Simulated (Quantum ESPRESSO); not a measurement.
# TeH2 in Quantum ESPRESSO: settings compared

The runs below take TeH2 through real-space fields, with LDA, RPBE+D3(BJ), BLYP+D3(BJ).

Program: Quantum ESPRESSO 7.5. These are calculated values, not measurements. Logs are shortened: lines on timing, memory, paths and dates and some standing lists are left out, and cuts for length are marked.

### 1 The molecule as given

The cell holds a molecule in a box, 3 atoms: a = 11.000 Å, b = 11.000 Å, c = 10.000 Å, α = 90.00°, β = 90.00°, γ = 90.00°.

### 2 Real-space fields, LDA, collinear spin, ferromagnetic start

Input file pw.in:

```
&CONTROL
  calculation = 'scf'
  prefix = 'pwscf'
  outdir = './tmp'
  pseudo_dir = './pseudo'
  tprnfor = .true.
  disk_io = 'low'
/
&SYSTEM
  ibrav = 0
  celldm(1) = 8
  nat = 3
  ntyp = 2
  ecutwfc = 86
  nbnd = 23
  occupations = 'smearing'
  smearing = 'gaussian'
  degauss = 0.00073499
  nspin = 2
  starting_magnetization(1) = 0.0208
  starting_magnetization(2) = 0
  tot_magnetization = 0
  assume_isolated = 'mt'
/
&ELECTRONS
  conv_thr = 6d-10
  electron_maxstep = 120
  mixing_beta = 0.3
/
ATOMIC_SPECIES
Te   127.6000 Te.upf
H      1.0080 H.upf
CELL_PARAMETERS alat
  2.5983734213604   0.0000000000000   0.0000000000000
  0.0000000000000   2.5983734213604   0.0000000000000
  0.0000000000000   0.0000000000000   2.3621576557822
ATOMIC_POSITIONS crystal
Te     0.5657545500    0.4415863600    0.5429100000
H      0.5360000000    0.5891500000    0.5436200000
H      0.4366090900    0.4146681800    0.4631800000
K_POINTS gamma
```

Input file pp_density.in:

```
&INPUTPP
  prefix = 'pwscf'
  outdir = './tmp'
  filplot = 'density.dat'
  plot_num = 0
/
&PLOT
  nfile = 1
  filepp(1) = 'density.dat'
  iflag = 3
  output_format = 6
  fileout = 'density.cube'
/
```

Input file pp_potential.in:

```
&INPUTPP
  prefix = 'pwscf'
  outdir = './tmp'
  filplot = 'potential.dat'
  plot_num = 11
/
&PLOT
  nfile = 1
  filepp(1) = 'potential.dat'
  iflag = 3
  output_format = 6
  fileout = 'potential.cube'
/
```

Input file pp_spin.in:

```
&INPUTPP
  prefix = 'pwscf'
  outdir = './tmp'
  filplot = 'spin.dat'
  plot_num = 6
/
&PLOT
  nfile = 1
  filepp(1) = 'spin.dat'
  iflag = 3
  output_format = 6
  fileout = 'spin.cube'
/
```

Input file pp_elf.in:

```
&INPUTPP
  prefix = 'pwscf'
  outdir = './tmp'
  filplot = 'elf.dat'
  plot_num = 8
/
&PLOT
  nfile = 1
  filepp(1) = 'elf.dat'
  iflag = 3
  output_format = 6
  fileout = 'elf.cube'
/
```

Potentials or basis: PseudoDojo 0.4.1 SR LDA stringent.

Launch:

```bash
$ OMP_NUM_THREADS=1 pw.x -in pw.in > pw.out
$ OMP_NUM_THREADS=1 pp.x -in pp_density.in > pp_density.out
$ OMP_NUM_THREADS=1 pp.x -in pp_potential.in > pp_potential.out
$ OMP_NUM_THREADS=1 pp.x -in pp_spin.in > pp_spin.out
$ OMP_NUM_THREADS=1 pp.x -in pp_elf.in > pp_elf.out
```

pw.out:

```text
This program is part of the open-source Quantum ESPRESSO suite
     for quantum simulation of materials; please cite
         "P. Giannozzi et al., J. Phys.:Condens. Matter 21 395502 (2009);
         "P. Giannozzi et al., J. Phys.:Condens. Matter 29 465901 (2017);
         "P. Giannozzi et al., J. Chem. Phys. 152 154105 (2020);
     in publications or presentations arising from this work. More details at

     gamma-point specific algorithms are used

     G-vector sticks info
     --------------------
     sticks:   dense  smooth     PW     G-vecs:    dense   smooth      PW
     Sum       11833   11833   2965               879775   879775  109987

     Using Slab Decomposition

     bravais-lattice index     =            0
     lattice parameter (alat)  =       8.0000  a.u.
     unit-cell volume          =    8165.4847 (a.u.)^3
     number of atoms/cell      =            3
     number of atomic types    =            2
     number of electrons       =        26.00 (up:  13.00, down:  13.00)
     number of Kohn-Sham states=           23
     kinetic-energy cutoff     =      86.0000  Ry
     charge density cutoff     =     344.0000  Ry
     scf convergence threshold =      6.0E-10
     mixing beta               =       0.3000
     number of iterations used =            8  plain     mixing
     Exchange-correlation= SLA  PW   NOGX NOGC
                           (   1   4   0   0   0   0   0)
     Assuming isolated system, Martyna-Tuckerman method

     celldm(1)=   8.000000  celldm(2)=   0.000000  celldm(3)=   0.000000
     celldm(4)=   0.000000  celldm(5)=   0.000000  celldm(6)=   0.000000

     crystal axes: (cart. coord. in units of alat)
               a(1) = (   2.598373   0.000000   0.000000 )
               a(2) = (   0.000000   2.598373   0.000000 )
               a(3) = (   0.000000   0.000000   2.362158 )

     reciprocal axes: (cart. coord. in units 2 pi/alat)
               b(1) = (  0.384856  0.000000  0.000000 )
               b(2) = (  0.000000  0.384856  0.000000 )
               b(3) = (  0.000000  0.000000  0.423342 )

     PseudoPot. # 1 for Te read from file:
     Te.upf
     Pseudo is Norm-conserving + core correction, Zval = 24.0
     Generated using ONCVPSP code by D. R. Hamann
     Using radial grid of 1278 points,  6 beta functions with:
                l(1) =   0
                l(2) =   0
                l(3) =   1
                l(4) =   1
                l(5) =   2
                l(6) =   2

     PseudoPot. # 2 for H  read from file:
     H.upf
     Pseudo is Norm-conserving, Zval =  1.0
     Generated using ONCVPSP code by D. R. Hamann
     Using radial grid of 1180 points,  3 beta functions with:
                l(1) =   0
                l(2) =   0
                l(3) =   1

     atomic species   valence    mass     pseudopotential
     Te               24.00   127.60000     Te( 1.00)
     H                 1.00     1.00800     H ( 1.00)

     Starting magnetic structure
     atomic species   magnetization
     Te              0.021
     H               0.000

     No symmetry found

   Cartesian axes

     site n.     atom                  positions (alat units)
         1        Te     tau(   1) = (   1.4700416   1.1474063   1.2824390  )
         2        H      tau(   2) = (   1.3927282   1.5308317   1.2841161  )
         3        H      tau(   3) = (   1.1344735   1.0774628   1.0941042  )

     number of k points=     1  Gaussian smearing, width (Ry)=  0.0007
                       cart. coord. in units 2pi/alat
        k(    1) = (   0.0000000   0.0000000   0.0000000), wk =   1.0000000

     Dense  grid:   439888 G-vectors     FFT dimensions: ( 125, 125, 120)

     Generating pointlists ...
     new r_m :   0.1613 (alat units)  1.2907 (a.u.) for type    1
     new r_m :   0.1613 (alat units)  1.2907 (a.u.) for type    2

     Initial potential from superposition of free atoms

     starting charge      25.9998, renormalised to      26.0000

     negative rho (up, down):  1.789E-05 1.711E-05
     Starting wfcs are   15 randomized atomic wfcs +    8 random wfcs

     Self-consistent Calculation

     iteration #  1     ecut=    86.00 Ry     beta= 0.30
     Davidson diagonalization with overlap
     ethr =  1.00E-02,  avg # of iterations = 12.0

     Threshold (ethr) on eigenvalues was too large:
     Diagonalizing with lowered threshold

     Davidson diagonalization with overlap
     ethr =  3.28E-04,  avg # of iterations = 12.5

     negative rho (up, down):  8.601E-06 8.575E-06

     total energy              =    -564.13333409 Ry
     estimated scf accuracy    <       0.08589879 Ry

     total magnetization       =    -0.00 Bohr mag/cell
     absolute magnetization    =     0.02 Bohr mag/cell

     iteration #  2     ecut=    86.00 Ry     beta= 0.30
     Davidson diagonalization with overlap
     ethr =  3.30E-04,  avg # of iterations =  1.0

     negative rho (up, down):  5.639E-07 7.601E-07

     total energy              =    -564.12403711 Ry
     estimated scf accuracy    <       0.03153947 Ry

     total magnetization       =     0.00 Bohr mag/cell
     absolute magnetization    =     0.02 Bohr mag/cell

     iteration #  3     ecut=    86.00 Ry     beta= 0.30
     Davidson diagonalization with overlap
     ethr =  1.21E-04,  avg # of iterations = 12.5

     negative rho (up, down):  4.228E-08 6.541E-08

     total energy              =    -564.12748203 Ry
     estimated scf accuracy    <       0.00159864 Ry

     total magnetization       =    -0.00 Bohr mag/cell
     absolute magnetization    =     0.01 Bohr mag/cell

     iteration #  4     ecut=    86.00 Ry     beta= 0.30
     Davidson diagonalization with overlap
     ethr =  6.15E-06,  avg # of iterations = 16.0

     total energy              =    -564.12789417 Ry
     estimated scf accuracy    <       0.00025685 Ry

     total magnetization       =     0.00 Bohr mag/cell
     absolute magnetization    =     0.00 Bohr mag/cell

     iteration #  5     ecut=    86.00 Ry     beta= 0.30
     Davidson diagonalization with overlap
     ethr =  9.88E-07,  avg # of iterations =  2.5
[... 77 lines left out ...]
     iteration # 13     ecut=    86.00 Ry     beta= 0.30
     Davidson diagonalization with overlap
     ethr =  6.28E-12,  avg # of iterations =  4.0

     total energy              =    -564.12793781 Ry
     estimated scf accuracy    <          1.1E-09 Ry

     total magnetization       =    -0.00 Bohr mag/cell
     absolute magnetization    =     0.00 Bohr mag/cell

     iteration # 14     ecut=    86.00 Ry     beta= 0.30
     Davidson diagonalization with overlap
     ethr =  4.20E-12,  avg # of iterations =  2.0

     Magnetic moment per site  (integrated on atomic sphere of radius R)
     atom   1 (R=0.161)  charge= 17.0437  magn=  0.0000
     atom   2 (R=0.161)  charge=  0.8042  magn= -0.0000
     atom   3 (R=0.161)  charge=  0.8042  magn= -0.0000

     End of self-consistent calculation

 ------ SPIN UP ------------

          k = 0.0000 0.0000 0.0000 ( 54994 PWs)   bands (ev):

  -163.4052-113.7368-113.6550-113.4397 -41.3428 -41.2939 -41.0901 -41.0196
   -40.9955 -16.3286  -9.6571  -8.4125  -5.6871  -1.6818  -1.2505   0.2623
     0.7816   0.7922   0.9731   1.0327   1.1547   1.2687   1.2964

 ------ SPIN DOWN ----------

          k = 0.0000 0.0000 0.0000 ( 54994 PWs)   bands (ev):

  -163.4052-113.7368-113.6550-113.4397 -41.3428 -41.2939 -41.0901 -41.0196
   -40.9955 -16.3286  -9.6571  -8.4125  -5.6870  -1.6818  -1.2505   0.2623
     0.7816   0.7924   0.9732   1.0327   1.1547   1.2687   1.2968

     the spin up/dw Fermi energies are    -3.7564   -3.7564 ev

!    total energy              =    -564.12793781 Ry
     estimated scf accuracy    <          6.8E-11 Ry
     smearing contrib. (-TS)   =      -0.00000000 Ry
     internal energy E=F+TS    =    -564.12793781 Ry

     The total energy is F=E-TS. E is the sum of the following terms:
     one-electron contribution =    -991.40371553 Ry
     hartree contribution      =     470.54693375 Ry
     xc contribution           =     -74.40181250 Ry
     ewald contribution        =      31.13065647 Ry

     total magnetization       =    -0.00 Bohr mag/cell
     absolute magnetization    =     0.00 Bohr mag/cell

     convergence has been achieved in  14 iterations

     Forces acting on atoms (cartesian axes, Ry/au):

     atom    1 type  1   force =     0.00743915   -0.00558564    0.00339425
     atom    2 type  2   force =    -0.00223689    0.00534600   -0.00060047
     atom    3 type  2   force =    -0.00520226    0.00023964   -0.00279379

     Total force =     0.012920     Total SCF correction =     0.000158

=------------------------------------------------------------------------------=
   JOB DONE.
=------------------------------------------------------------------------------=
```

pp_potential.out:

```text
This program is part of the open-source Quantum ESPRESSO suite
     for quantum simulation of materials; please cite
         "P. Giannozzi et al., J. Phys.:Condens. Matter 21 395502 (2009);
         "P. Giannozzi et al., J. Phys.:Condens. Matter 29 465901 (2017);
         "P. Giannozzi et al., J. Chem. Phys. 152 154105 (2020);
     in publications or presentations arising from this work. More details at

     IMPORTANT: XC functional enforced from input :
     Exchange-correlation= PW
                           (   1   4   0   0   0   0   0)
     Any further DFT definition will be discarded
     Please, verify this is what you really want

     G-vector sticks info
     --------------------
     sticks:   dense  smooth     PW     G-vecs:    dense   smooth      PW
     Sum       11833   11833   2965               879775   879775  109987

     Using Slab Decomposition

     Calling punch_plot, plot_num =  11
     Writing data to file  potential.dat
     Reading data from file  potential.dat

     Writing data to be plotted to file potential.cube
     Plot Type: 3D                     Output format: Gaussian cube

=------------------------------------------------------------------------------=
   JOB DONE.
=------------------------------------------------------------------------------=
```

Wall time 1.8 min (1 thread of Arm Neoverse V1, shared host); peak memory 0.85 GiB.

Results:

- Free energy: -7675.3516 eV
- Largest force: 0.255 eV/Å
- Net moment: 0.00 μB per cell
- Absolute moment: 0.00 μB per cell
- Valence electrons inside the program's atomic spheres: Te 17.04; H 0.80
- Dipole moment: 0.24 D

Forces on the atoms (eV/Å):
```
Te   0.191 -0.144  0.087
H   -0.058  0.137 -0.015
H   -0.134  0.006 -0.072
```

Caveat: the total moment is fixed, so each spin has its own Fermi level.

(Continued in part 2 of 3.)
